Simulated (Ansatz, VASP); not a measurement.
## Na in VASP and in Ansatz

```
CELL_PARAMETERS angstrom
3.79195 0.00000 0.00000
-1.89597 3.28392 0.00000
0.00000 0.00000 6.19476
ATOMIC_POSITIONS crystal
Na 0.66667 0.33333 0.75000
Na 0.33333 0.66667 0.25000
```

Change from the starting cell: volume scaled by 1.02.

Alike in both runs: task single point; functional LDA; k mesh 8 × 8 × 5; occupations fermi-dirac, width 0.05 eV; no spin polarisation.

```csv
,VASP,Ansatz
version,VASP 6.6.1,Ansatz 0.2.0
potentials or method,"VASP PAW LDA potentials, release 64 (Na_pv), cutoff 520 eV","all-electron LAPW, scalar-relativistic"
```

|  | VASP | Ansatz | Ansatz less VASP |
| --- | --- | --- | --- |
| gap on the k mesh at the Fermi level (eV) | none | none | - |
| pressure (GPa) | -1.0 | -1.0 | +0.01 |
| largest component of the traceless stress (GPa) | 0.16 | 0.16 | 0.000 |

A gap of «none» marks a metal or a gap that the smearing closes. Ansatz ran all-electron here, so the differences hold the error of VASP's frozen core and of both bases.
